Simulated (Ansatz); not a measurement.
# Bi (simple hexagonal type): the cost of one run

Method: DFT PBE, with the methods named in each step, in Ansatz 0.2.0.

### 1 The starting structure

Symmetry: P6/mmm, No. 191, hexagonal system. Conventional cell: a = 3.445 Å, b = 3.445 Å, c = 3.238 Å, α = 90.00°, β = 90.00°, γ = 120.00°. Bi (site symmetry 6/mmm) is surrounded by 8 Bi at 3.24 to 3.44 Å.

Structure file:

```cif
data_structure
_symmetry_space_group_name_H-M 'P 1'
_symmetry_Int_Tables_number 1
_cell_length_a 3.4449
_cell_length_b 3.4449
_cell_length_c 3.2382
_cell_angle_alpha 90.000
_cell_angle_beta 90.000
_cell_angle_gamma 120.000
_cell_volume 33.28
loop_
_atom_site_label
_atom_site_type_symbol
_atom_site_fract_x
_atom_site_fract_y
_atom_site_fract_z
_atom_site_occupancy
Bi1 Bi 0.00000 0.00000 0.00000 1
```

Whether this phase is the stable one at these pressures isn't tested.

### 2 Cell relaxed at zero pressure, PAW

File input.yaml:

```yaml
crystal:
  lattice:
    - [3.4448867102, 0.0, 0.0]
    - [-1.7224433551, 2.9833594042, 0.0]
    - [0.0, 0.0, 3.2381935076]
  atoms:
    - { symbol: Bi, position: [0.0, 0.0, 0.0] }
kpoints:
  mp_grid: { grid: [14, 14, 13] }
scf:
  occupations: { method: fermi_dirac, width: 0.1 }
hamiltonian:
  xc: pbe
  pseudopotentials: { kind: paw }
output:
  forces: true
  stress: true
  write_density: true
  write_potential: true
  elf: true
  volumetric_format: npy
relax:
  f_tol: 0.005
  max_steps: 40
  cell: {}
```

The run is started by

```bash
$ ansatz run input.yaml --threads 1 --pin off --max-ram 2048MiB --backend cpu --events-out ev --progress --plain --runs-dir out
```

**Question.** How long does this run take on 1 thread of Arm Neoverse V1, shared host, and how much memory does it need?

About 14 s, with a peak of 0.36 GiB.
